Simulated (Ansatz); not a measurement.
Crystal: BAs.

```xyz
2
Lattice="0.0000 2.3885 2.3885 2.3885 0.0000 2.3885 2.3885 2.3885 0.0000" Properties=species:S:1:pos:R:3 pbc="T T T"
As    3.5827    3.5827    3.5827
B     0.0000    0.0000    0.0000
```

- Program: Ansatz 0.2.0
- Task: relaxation of cell and atoms
- Functional: LDA
- Potentials or basis: Ansatz PAW
- Cutoff: 420 eV (not typed: the program's choice for these potentials)
- k mesh: 10 × 10 × 10
- Occupations: fermi-dirac, width 0.05 eV
- Spin: no spin polarisation

At the start: volume 13.63 Å³/atom.

**Question.** Where does the relaxation end?

**Answer.** It ends after 4 steps and the volume is 13.24 Å³/atom (-2.8 %); space group F-43m (No. 216, to 0.05 Å).

The path:
| step | energy change (eV) | largest force (eV/Å) | volume (Å³) |
| --- | --- | --- | --- |
| 1 | 0.0000 | 0.0000 | 27.25 |
| 2 | -0.0092 | 0.0000 | 26.69 |
| 3 | -0.0100 | 0.0000 | 26.49 |
| 4 | -0.0095 | 0.0000 | 26.49 |

Final structure:
```
CELL_PARAMETERS angstrom
0.00000 2.36593 2.36593
2.36593 0.00000 2.36593
2.36593 2.36593 0.00000
ATOMIC_POSITIONS crystal
As 0.75000 0.75000 0.75000
B 0.00000 0.00000 0.00000
```

Caveat: the plane-wave basis is chosen anew once the cell has moved, so the energies of steps on either side of that aren't comparable; the PAW data sets come from PBE, with cores solved anew for the run's functional, which leaves a small shift of forces and pressure.
